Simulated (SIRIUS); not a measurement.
## AlN: equation of state with PBEsol

Crystal: AlN.

```
Al N
1.0
     3.11300    0.00000    0.00000
    -1.55650    2.69594    0.00000
     0.00000    0.00000    4.98100
Al N
2 2
Direct
  0.66667 0.33333 0.50000
  0.33333 0.66667 0.00000
  0.66667 0.33333 0.88000
  0.33333 0.66667 0.38000
```

```
Program                                     : SIRIUS 7.12.0
Task                                        : equation of state
Functional                                  : PBEsol
Potentials or basis                         : PseudoDojo 0.4.1 PBEsol standard (scalar relativistic)
Cutoff                                      : 1152 eV
Density cutoff                              : 4606 eV
k mesh                                      : 10 × 10 × 6
Occupations                                 : fermi-dirac, width 0.05 eV
Spin                                        : no spin polarisation
Libxc names                                 : ["XC_GGA_X_PBE_SOL", "XC_GGA_C_PBE_SOL"]
Radial cutoff for the potentials' integrals : 6.5 bohr
```

The equilibrium volume is 10.46 Å³/atom and the bulk modulus at fixed shape and positions is 202 GPa. The pressure derivative of the bulk modulus is 3.9.

Energy against volume, from the lowest point:
| volume (Å³/atom) | energy (meV/atom) |
| --- | --- |
| 9.824 | 26.77 |
| 10.033 | 11.62 |
| 10.242 | 2.90 |
| 10.451 | 0.00 |
| 10.660 | 2.38 |
| 10.869 | 9.54 |
| 11.078 | 21.04 |

All runs of the series together: 6.4 min on 1 thread of AMD EPYC 7R43 64-Core Processor (Zen 3) (shared host).

Caveat: the cell was scaled at fixed shape and fractional positions, which overstates the stiffness of a crystal with free parameters, most of all of layers and chains.
